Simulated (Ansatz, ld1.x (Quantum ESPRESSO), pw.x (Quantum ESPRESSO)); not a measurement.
## pw.x on sc Pt: one setting changed

Potential: ultrasoft, ld1.x (Quantum ESPRESSO) 7.5, PBE; core [Kr] 4d10 4f14, reference 5s2 5p6 5d9 6s1 6p0; waves: 5s (bound): rcut 1.45, rcutus 1.55 bohr; 6s (bound): rcut 1.45, rcutus 1.55 bohr; 5p (bound): rcut 1.45, rcutus 1.55 bohr; 6p (bound, empty): rcut 1.45, rcutus 1.55 bohr; 5d (bound): rcut 1.25, rcutus 1.40 bohr; 5d channel at 3.5 Ry: rcut 1.25, rcutus 1.40 bohr; local part: all-electron potential smoothed inside 1.35 bohr (lloc = -1); core correction: Bessel-smoothed model core, default radius (core density twice the valence density); augmentation: PSQ, radius 1.00 bohr.

The reference run (k-mesh 12³, cutoffs 120/900 Ry, Fermi–Dirac 0.01 Ry, mixing_beta 0.4, conv_thr 1e-9, no spin) gives -2.25 GPa at 18.193 Å³/atom, where all-electron LAPW gives -0.80 GPa. This run, with its own iteration cap, changes smearing to mp.

```
&control
  calculation='scf', prefix='x', pseudo_dir='./', outdir='./tmp', tstress=.true., disk_io='none'
/
&system
  ibrav=0, nat=1, ntyp=1, ecutwfc=120, ecutrho=900, nbnd=17,
  occupations='smearing', smearing='mp', degauss=0.01
/
&electrons
  conv_thr=1e-09, mixing_beta=0.4, electron_maxstep=60
/
ATOMIC_SPECIES
Pt 1.0 Pt.UPF
CELL_PARAMETERS angstrom
  2.63007484 0.00000000 0.00000000
  0.00000000 2.63007484 0.00000000
  0.00000000 0.00000000 2.63007484
ATOMIC_POSITIONS crystal
Pt 0.0000 0.0000 0.0000
K_POINTS automatic
12 12 12 0 0 0
```

```bash
pw.x < Pt.scf.in > Pt.scf.out
```

Q: How does the run end?

A: It converges in 9 iterations; the free energy moves by +40.6 meV/atom and the pressure by -0.48 GPa. This scheme is built to cancel the term in the square of the width that Fermi–Dirac smearing leaves in the F of a metal.

```
Message from routine setup:
     using ibrav=0 with symmetry is DISCOURAGED, use correct ibrav instead
     lattice parameter (alat)  =       4.9701  a.u.
     unit-cell volume          =     122.7724 (a.u.)^3
     number of electrons       =        18.00
     number of Kohn-Sham states=           17
     kinetic-energy cutoff     =     120.0000  Ry
     charge density cutoff     =     900.0000  Ry
     scf convergence threshold =      1.0E-09
     Exchange-correlation= PBE
     number of k points=    84  Methfessel-Paxton smearing, width (Ry)=  0.0100
     iteration #  1     ecut=   120.00 Ry     beta= 0.40
     total energy              =    -381.01597434 Ry
     estimated scf accuracy    <       0.08209618 Ry
     iteration #  2     ecut=   120.00 Ry     beta= 0.40
     total energy              =    -381.03233074 Ry
     estimated scf accuracy    <       0.00149418 Ry
     iteration #  3     ecut=   120.00 Ry     beta= 0.40
     total energy              =    -381.03297435 Ry
     estimated scf accuracy    <       0.00063526 Ry
     [... 3 iterations left out ...]
     iteration #  7     ecut=   120.00 Ry     beta= 0.40
     total energy              =    -381.03303250 Ry
     estimated scf accuracy    <          9.8E-09 Ry
     iteration #  8     ecut=   120.00 Ry     beta= 0.40
     total energy              =    -381.03303251 Ry
     estimated scf accuracy    <          2.5E-09 Ry
     iteration #  9     ecut=   120.00 Ry     beta= 0.40
     the Fermi energy is    18.2972 ev
!    total energy              =    -381.03303251 Ry
     estimated scf accuracy    <          3.7E-10 Ry
     smearing contrib. (-TS)   =      -0.00000337 Ry
     The total energy is F=E-TS. E is the sum of the following terms:
     one-electron contribution =     -73.77755890 Ry
     hartree contribution      =      46.74861543 Ry
     xc contribution           =    -169.04191706 Ry
     ewald contribution        =    -184.96216861 Ry
     convergence has been achieved in   9 iterations
          total   stress  (Ry/bohr**3)                   (kbar)     P=      -27.37
     Message from routine punch:
     Nothing written, as per user request (disk_io='none')
```

The run took about 42 s on one core of a shared host (Intel(R) Xeon(R) Platinum 8488C, 96 threads, 186 GiB, load 35).
